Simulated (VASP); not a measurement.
A run of VASP 6.6.1:

File INCAR:

```
SYSTEM = In16H
ALGO = Fast
EDIFF = 1E-7
ENCUT = 520
GGA = PS
ISIF = 2
ISMEAR = 0
LASPH = .TRUE.
LCHARG = .TRUE.
LELF = .TRUE.
LREAL = Auto
LVHAR = .TRUE.
LWAVE = .FALSE.
NBANDS = 118
NELM = 100
PREC = Accurate
SIGMA = 0.1
```

The input KPOINTS:

```
k-points
0
G
  3 3 3
  0 0 0
```

The input POSCAR:

```
In16H
1.0
    7.4517846848      0.0000000000      0.0000000000
    0.0000000000      7.4517846848      0.0000000000
    0.0000000000      0.0000000000      7.4517846848
In H
16 1
Direct
   -0.0230695071     -0.0201464490     -0.0025042323
    0.5110738113     -0.0157429401      0.0004441889
   -0.0173327606      0.5050979274     -0.0005004170
    0.0117932822      0.0134923383      0.5022579366
    0.2653650211      0.2567995562      0.2488818556
    0.5162603541      0.5170260767      0.0021694132
    0.4970425417     -0.0069277364      0.4994451876
    0.7465149941      0.2467744410      0.2525260833
    0.0012563433      0.4942044296      0.5004527315
    0.2429788402      0.7510722916      0.2465344985
    0.2688833729      0.2593160004      0.7488616803
    0.5060646757      0.5136199128      0.4968071619
    0.7577141905      0.7555859755      0.2704156233
    0.7438799206      0.2483674822      0.7475249535
    0.2455069594      0.7490220445      0.7535673986
    0.7541557141      0.7531787669      0.7295391950
    0.1460226034      0.1933158379     -0.0036305397
```

Potentials or basis: VASP PAW PBE potentials, release 64 (In_d, H).

Command:

```bash
$ cat potpaw_PBE.64/In_d/POTCAR potpaw_PBE.64/H/POTCAR > POTCAR
$ mpirun -np 1 vasp_std > vasp.out
```

Hardware: 1 thread of Intel(R) Xeon(R) 6975P-C (Granite Rapids), with other jobs on the host.

Question: Estimate the wall time of this run.

Answer: It took 17 min on 1 thread of Intel(R) Xeon(R) 6975P-C (Granite Rapids), on a shared host, peak memory 0.66 GiB. Counts: scf iterations 20, k points 14.
